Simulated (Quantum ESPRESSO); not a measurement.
# H on fcc sites of Cu(111): a series in the coverage, part 4 of 8

Aim: how the results for H on fcc sites of Cu(111) change with the coverage.

Quantum ESPRESSO 7.5; plane-wave DFT, PBE, GBRV ultrasoft pseudopotentials.

So far. Step 4 (Relaxing the ions of the reference): The relaxation lowers the energy by 1 meV an atom. Step 5 (Relaxing the ions, 0 ML):  On the free atoms the largest force ends at 0.004 eV/Å.

## Step 6: Ground state, 0 ML

A run under open boundaries on these atoms gives the vacuum levels.

m0.esm.in reads:

```
&control
  prefix = 'm0.esm'
  outdir = './out'
  pseudo_dir = './pseudo'
  calculation = 'scf'
  tprnfor = .true.
/
&system
  ibrav = 0
  nat = 3
  ntyp = 1
  ecutwfc = 40
  ecutrho = 200
  occupations = 'smearing'
  smearing = 'mv'
  degauss = 0.02
  assume_isolated = 'esm'
  esm_bc = 'bc1'
/
&electrons
  conv_thr = 1e-07
  mixing_beta = 0.25
  electron_maxstep = 160
  mixing_mode = 'local-TF'
  mixing_ndim = 12
/
ATOMIC_SPECIES
  Cu  63.5460  cu_pbe_v1.2.uspp.F.UPF
CELL_PARAMETERS angstrom
  2.55988871576450 0.00000000000000 0.00000000000000
  1.27994435788225 2.21692865871318 0.00000000000000
  0.00000000000000 0.00000000000000 18.21995133859147
ATOMIC_POSITIONS crystal
  Cu  0.333333275598 0.333333448803 -0.114717116091
  Cu  0.666666493462 0.666667013077 -0.000000007025
  Cu  0.000000000000 0.000000000000 0.114717116091
K_POINTS automatic
  10 10 1 0 0 0
```

On the command line:

```sh
> OMP_NUM_THREADS=1 mpirun -n 8 pw.x -nk 4 -in m0.esm.in > m0.esm.out
```

The program printed:

```text
[banner, memory and clock lines left out]
Program PWSCF v.7.5 starts
[citation notice left out]

[...]
Message from routine setup:
[...]
bravais-lattice index     =            0
     lattice parameter (alat)  =       4.8375  a.u.
     unit-cell volume          =     697.7769 (a.u.)^3
     number of atoms/cell      =            3
     number of atomic types    =            1
     number of electrons       =        57.00
     number of Kohn-Sham states=           35
     kinetic-energy cutoff     =      40.0000  Ry
     charge density cutoff     =     200.0000  Ry
     scf convergence threshold =      1.0E-07
     mixing beta               =       0.2500
     number of iterations used =           12  local-TF  mixing
     Exchange-correlation= SLA  PW   PBE  PBE
                           (   1   4   3   4   0   0   0)

     Effective Screening Medium Method
     Boundary Conditions: Vacuum-Slab-Vacuum
     total charge in unit cell        =   0.0000
     grid points for fit at edges     =        4

[...]
PseudoPot. # 1 for Cu read from file:
     ./pseudo/cu_pbe_v1.2.uspp.F.UPF
     Pseudo is Ultrasoft + core correction, Zval = 19.0
     Generated by new atomic code, or converted to UPF format
     Using radial grid of  867 points,  6 beta functions with:
                l(1) =   0
                l(2) =   0
                l(3) =   1
                l(4) =   1
                l(5) =   2
                l(6) =   2
     Q(r) pseudized with  8 coefficients,  rinner =    1.150   1.150   1.150
                                                       1.150   1.150

     atomic species   valence    mass     pseudopotential
     Cu               19.00    63.54600     Cu( 1.00)

     12 Sym. Ops., with inversion, found ( 6 have fractional translation)

[...]
number of k points=    14  Marzari-Vanderbilt smearing, width (Ry)=  0.0200
[...]
Dense  grid:    33203 G-vectors     FFT dimensions: (  24,  24, 160)

     Smooth grid:    23827 G-vectors     FFT dimensions: (  24,  24, 144)

     Initial potential from superposition of free atoms

     starting charge      54.0000, renormalised to      57.0000

     negative rho (up, down):  1.204E-04 0.000E+00
     Starting wfcs are   39 randomized atomic wfcs

     per-process dynamical memory:    20.4 Mb

     Self-consistent Calculation

     iteration #  1     ecut=    40.00 Ry     beta= 0.25
     Davidson diagonalization with overlap
     c_bands:  4 eigenvalues not converged
     c_bands:  2 eigenvalues not converged
     c_bands:  1 eigenvalues not converged
     ethr =  1.00E-02,  avg # of iterations = 10.4

     negative rho (up, down):  2.367E-02 0.000E+00

     total energy              =   -1210.69193122 Ry
     estimated scf accuracy    <      20.22129774 Ry

     iteration #  2     ecut=    40.00 Ry     beta= 0.25
[...]
negative rho (up, down):  3.264E-02 0.000E+00

[...]
total energy              =   -1210.34022609 Ry
     estimated scf accuracy    <       4.10912469 Ry

     iteration #  3     ecut=    40.00 Ry     beta= 0.25
[...]
negative rho (up, down):  3.091E-02 0.000E+00

[...]
total energy              =   -1211.01479974 Ry
     estimated scf accuracy    <       0.05531111 Ry

     iteration #  4     ecut=    40.00 Ry     beta= 0.25
[...]
c_bands:  4 eigenvalues not converged
     c_bands:  3 eigenvalues not converged
     c_bands:  4 eigenvalues not converged
     c_bands:  4 eigenvalues not converged
[...]
negative rho (up, down):  2.834E-02 0.000E+00

[...]
total energy              =   -1211.25499771 Ry
     estimated scf accuracy    <       0.17429632 Ry

     iteration #  5     ecut=    40.00 Ry     beta= 0.25
[...]
c_bands:  1 eigenvalues not converged
[...]
negative rho (up, down):  2.535E-02 0.000E+00

[...]
total energy              =   -1211.25900860 Ry
     estimated scf accuracy    <       0.02838804 Ry

     iteration #  6     ecut=    40.00 Ry     beta= 0.25
[...]
negative rho (up, down):  2.240E-02 0.000E+00

[...]
total energy              =   -1211.26640265 Ry
     estimated scf accuracy    <       0.00602441 Ry

[...]
iteration # 25     ecut=    40.00 Ry     beta= 0.25
[...]
negative rho (up, down):  5.087E-05 0.000E+00

[...]
total energy              =   -1211.27675888 Ry
     estimated scf accuracy    <       0.00000139 Ry

     iteration # 26     ecut=    40.00 Ry     beta= 0.25
[...]
negative rho (up, down):  5.213E-05 0.000E+00

[...]
total energy              =   -1211.27675509 Ry
     estimated scf accuracy    <       0.00000064 Ry

     iteration # 27     ecut=    40.00 Ry     beta= 0.25
[...]
negative rho (up, down):  5.319E-05 0.000E+00

[...]
total energy              =   -1211.27675762 Ry
     estimated scf accuracy    <       0.00000015 Ry

     iteration # 28     ecut=    40.00 Ry     beta= 0.25
[...]
negative rho (up, down):  5.262E-05 0.000E+00

[...]
End of self-consistent calculation

          k = 0.0000 0.0000 0.0000 (  2925 PWs)   bands (ev):

  -117.4089-117.0972-117.0971 -74.7808 -74.7718 -74.7718 -74.4676 -74.4676
   -74.4674 -74.4674 -74.4495 -74.4451 -13.5039 -11.4947 -10.0088  -7.8172
    -7.8126  -7.8126  -7.7163  -7.5498  -7.5498  -7.4210  -7.4210  -6.9346
    -6.9346  -6.6086  -6.6086  -6.4022  -6.4022  -6.3269  -4.9108  -0.6507
     0.0524   0.6071   2.9086

          k = 0.0000 0.1155 0.0000 (  2947 PWs)   bands (ev):

  -117.4081-117.0964-117.0963 -74.7797 -74.7796 -74.7738 -74.4752 -74.4751
   -74.4695 -74.4694 -74.4484 -74.4445 -13.1875 -11.1990  -9.7719  -7.9692
    -7.8331  -7.8007  -7.7056  -7.5316  -7.4780  -7.4660  -7.3113  -7.0200
    -6.9555  -6.8805  -6.6836  -6.6156  -6.4014  -5.8222  -4.2248  -0.3732
     0.3659   0.8755   3.2095

[...]
the Fermi energy is    -4.8865 ev

!    total energy              =   -1211.27675662 Ry
     estimated scf accuracy    <       0.00000001 Ry
     smearing contrib. (-TS)   =      -0.00067929 Ry
     internal energy E=F+TS    =   -1211.27607733 Ry

     The total energy is F=E-TS. E is the sum of the following terms:
     one-electron contribution =    6792.51550584 Ry
     hartree contribution      =   -3405.25337358 Ry
     xc contribution           =    -116.32791678 Ry
     ewald contribution        =   -4482.21029281 Ry

     convergence has been achieved in  28 iterations

     negative rho (up, down):  5.262E-05 0.000E+00

     Forces acting on atoms (cartesian axes, Ry/au):

     atom    1 type  1   force =     0.00000000    0.00000000   -0.00015440
     atom    2 type  1   force =     0.00000000    0.00000000    0.00000000
     atom    3 type  1   force =     0.00000000    0.00000000    0.00015440

     Total force =     0.000218     Total SCF correction =     0.000835
     SCF correction compared to forces is large: reduce conv_thr to get better values

[...]
```

Elapsed: 23 s, on 8 MPI ranks of Arm Neoverse V1, shared host; peak memory 0.53 GiB.

Numbers from this step:

* Fermi energy: -4.886 eV
* vacuum line at the lower end of the cell, over the Fermi level: 4.886 eV
* vacuum line at the upper end of the cell, over the Fermi level: 4.887 eV

Electrostatic potential energy of an electron; zero at the Fermi level. Table of potential energy, planar mean by z:

z (Å), potential energy, planar mean (eV) and a bar from the least value:
```
     -9.0        4.9 ##############################
     -8.5        4.9 ##############################
     -8.0        4.9 ##############################
     -7.5        4.9 ##############################
     -7.0        4.9 ##############################
     -6.5        4.9 ##############################
     -6.0        4.9 ##############################
     -5.5        4.9 ##############################
     -5.0        4.9 ##############################
     -4.5        4.8 ##############################
     -4.0        4.6 ##############################
     -3.5        3.8 #############################
     -3.0        0.8 ##########################
     -2.5      -12.2 ############
     -2.0      -22.9 #
     -1.5       -5.4 ###################
     -1.0        0.0 #########################
     -0.5       -8.9 ################
      0.0      -24.3 
      0.5       -8.9 ################
      1.0        0.0 #########################
      1.5       -5.4 ###################
      2.0      -22.9 #
      2.5      -12.2 ############
      3.0        0.8 ##########################
      3.5        3.8 #############################
      4.0        4.6 ##############################
      4.5        4.8 ##############################
      5.0        4.9 ##############################
      5.5        4.9 ##############################
      6.0        4.9 ##############################
      6.5        4.9 ##############################
      7.0        4.9 ##############################
      7.5        4.9 ##############################
      8.0        4.9 ##############################
      8.5        4.9 ##############################
      9.0        4.9 ##############################
```

The vacuum levels are read from the outermost 0.7 Å of the cell on either side.

Inside the slab this potential holds the local part of the pseudopotentials, which can be repulsive at the nuclei; only its value in the vacuum has a meaning of its own.

[end of part 4 of 8]

[Logs are printed without paths, hosts, clocks, repeated set-up lines and the standing remarks that a program may print on its own settings, such as how far it seeks lower states.]

[Hosts, paths, dates, database ids (printed as entryN), source tags and the programs' standing remarks are cut or masked in the printed files.]

[Maps of the electrostatic potential energy from Ansatz leave out the sawtooth potential of an applied field or a dipole correction, so their vacuum need not be flat; planar profiles and work functions include it.]
